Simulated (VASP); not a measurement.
Set up this calculation in VASP 6.6.1, as the native input.

```yaml
Task: relaxation of cell and atoms
Functional: PBE
Dispersion: D3(BJ)
Potentials_or_basis: VASP PAW PBE potentials, release 64 (Sb, S)
Cutoff: 600 eV
k_mesh: 4 × 8 × 4
Occupations: gaussian, width 0.03 eV
Spin: no spin polarisation
Further_INCAR_settings: ALGO = Normal; EDIFF = 1e-06; IBRION = 2; EDIFFG = -0.01; NSW = 90; ISIF = 3
```

The structure of Sb2S3 (Stibnite) lies in POSCAR:

```
Sb2S3
1.0
   11.3110000000      0.0000000000      0.0000000000
    0.0000000000      3.8389000000      0.0000000000
    0.0000000000      0.0000000000     11.2230000000
Sb S
8 12
Direct
    0.4706100000      0.2500000000      0.3259500000
    0.0293900000      0.7500000000      0.8259500000
    0.9706100000      0.2500000000      0.1740500000
    0.5293900000      0.7500000000      0.6740500000
    0.3505900000      0.7500000000      0.0360200000
    0.1494100000      0.2500000000      0.5360200000
    0.8505900000      0.7500000000      0.4639800000
    0.6494100000      0.2500000000      0.9639800000
    0.2921400000      0.2500000000      0.1918100000
    0.2078600000      0.7500000000      0.6918100000
    0.7921400000      0.2500000000      0.3081900000
    0.7078600000      0.7500000000      0.8081900000
    0.5498000000      0.7500000000      0.1230000000
    0.9502000000      0.2500000000      0.6230000000
    0.0498000000      0.7500000000      0.3770000000
    0.4502000000      0.2500000000      0.8770000000
    0.3751000000      0.7500000000      0.4389000000
    0.1249000000      0.2500000000      0.9389000000
    0.8751000000      0.7500000000      0.0611000000
    0.6249000000      0.2500000000      0.5611000000
```

These files were run (other wordings do the same):

INCAR

```
SYSTEM = Sb2S3
  PREC = Accurate
  ENCUT = 600
  EDIFF = 1E-6
  ISMEAR = 0
  SIGMA = 0.03
  LREAL = .FALSE.
  LASPH = .TRUE.
  NELM = 80
  ALGO = Normal
  ISIF = 3
  LWAVE = .FALSE.
  LCHARG = .FALSE.
  GGA = PE
  IVDW = 12
  IBRION = 2
  NSW = 90
  EDIFFG = -0.01
  KPAR = 4
```

KPOINTS

```
Automatic mesh
0
G
  4 8 4
  0 0 0
```

Potentials or basis: VASP PAW PBE potentials, release 64 (Sb, S).

Launch:

```console
$ cat potpaw_PBE.64/Sb/POTCAR potpaw_PBE.64/S/POTCAR > POTCAR
$ mpirun -np 4 vasp_std > vasp.out
```

It gave:

* Relaxed volume: 23.41 Å³/atom
* Relaxed cell: a = 11.149 Å, b = 3.840 Å, c = 10.933 Å, α = 90.00°, β = 90.00°, γ = 90.00°
* Space group after relaxing (to 0.05 Å): Pnma (No. 62)
* Energy gained by relaxing: 6.9 meV/atom
* Ionic steps: 25
* Pressure after relaxing: 0.0 GPa
* Largest force after relaxing: 0.008 eV/Å
* Band gap on the k mesh: 1.20 eV, direct
* Dispersion energy per atom: -0.382 eV

Caveat: spin-orbit coupling is left out, which moves the levels of the heavy elements.

It took 2.3 h on 4 MPI ranks on Intel(R) Xeon(R) Platinum 8488C (Sapphire Rapids) (shared host), peak memory 1.5 GiB a rank.
